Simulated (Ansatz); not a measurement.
Crystal: I.

```
I
1.0
     3.63503   -2.39502    0.00000
     3.63503    2.39502    0.00000
     0.00000    0.00000    9.79344
I
4
Direct
  0.64930 0.35070 0.38440
  0.14930 0.85070 0.11560
  0.35070 0.64930 0.61560
  0.85070 0.14930 0.88440
```

| Quantity | Value |
| --- | --- |
| Program | Ansatz 0.2.0 |
| Task | relaxation of cell and atoms |
| Functional | PBE |
| Potentials or basis | Ansatz PAW |
| Cutoff | 420 eV (not typed: the program's choice for these potentials) |
| k mesh | 5 × 5 × 3 |
| Occupations | fermi-dirac, width 0.05 eV |
| Spin | no spin polarisation |

At the start: volume 42.63 Å³/atom.

Problem. Where does the relaxation end?

Solution. It ends after 14 steps and the volume is 51.00 Å³/atom (+19.6 %); space group Cmce (No. 64, to 0.05 Å).

Step by step:
```
step  energy change (eV)  largest force (eV/Å)  volume (Å³)
   1              0.0000                0.8565       170.52
   2             -0.1261                0.1512       176.66
   3             -0.1616                0.0578       180.43
   4             -0.1814                0.0228       182.46
   5             -0.1867                0.0187       186.12
   6             -0.1879                0.0135       186.63
   7             -0.1885                0.0037       188.55
   8             -0.1964                0.0037       188.55
   9             -0.1993                0.0423       191.80
  10             -0.2046                0.0145       199.17
  11             -0.2052                0.0122       203.88
  12             -0.2053                0.0090       204.89
  13             -0.2054                0.0027       203.98
  14             -0.2068                0.0027       203.98
```

Final structure:
```
I
1.0
     4.49165   -2.30676    0.00000
     4.49165    2.30676    0.00000
     0.00000    0.00000    9.84371
I
4
Direct
  0.65817 0.34183 0.37796
  0.15817 0.84183 0.12204
  0.34183 0.65817 0.62204
  0.84183 0.15817 0.87796
```

Caveat: the volume moved by over 15 % at a fixed basis, so the end points are rough; the plane-wave basis is chosen anew once the cell has moved, so the energies of steps on either side of that aren't comparable.
